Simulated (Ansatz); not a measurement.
# Rb under changes of volume

One of the cells (88.043 Å³/atom); the others are scaled copies at fixed shape and fractional positions:

```xyz
1
Lattice="-2.8025 2.8025 2.8025 2.8025 -2.8025 2.8025 2.8025 2.8025 -2.8025" Properties=species:S:1:pos:R:3 pbc="T T T"
Rb    0.0000    0.0000    0.0000
```

```yaml
Program: Ansatz 0.2.0
Functional: PBEsol
Potentials_or_basis: Ansatz PAW
Cutoff: "420 eV (not typed: the program's choice for these potentials)"
k_mesh: 7 × 7 × 7
Occupations: fermi-dirac, width 0.05 eV
Spin: no spin polarisation
```

```csv
volume (Å³/atom),energy over the lowest point (meV/atom),pressure (GPa)
82.761,1.23,0.1
84.522,?,?
86.283,0.00,0.0
88.043,0.41,-0.1
89.804,1.41,-0.1
91.565,2.95,-0.2
93.326,4.99,-0.2
```

What does the run at 84.522 Å³/atom give?

Energy over the lowest point 0.25 meV/atom; pressure 0.1 GPa.

Worked out: A Birch-Murnaghan fit of order 3 (a polynomial in V^(-2/3)) to the other rows has its minimum at 86.05 Å³/atom with B0 = V·E''(V) = 3.0 GPa and B' = 3.7. It gives 0.25 meV/atom at 84.522 Å³/atom, against the run's 0.25, and -dE/dV = 0.1 GPa, against 0.1.

Energies are extrapolated to zero smearing.

Caveats: the PAW data sets come from PBE, with cores solved anew for the run's functional, which leaves a small shift of forces and pressure.
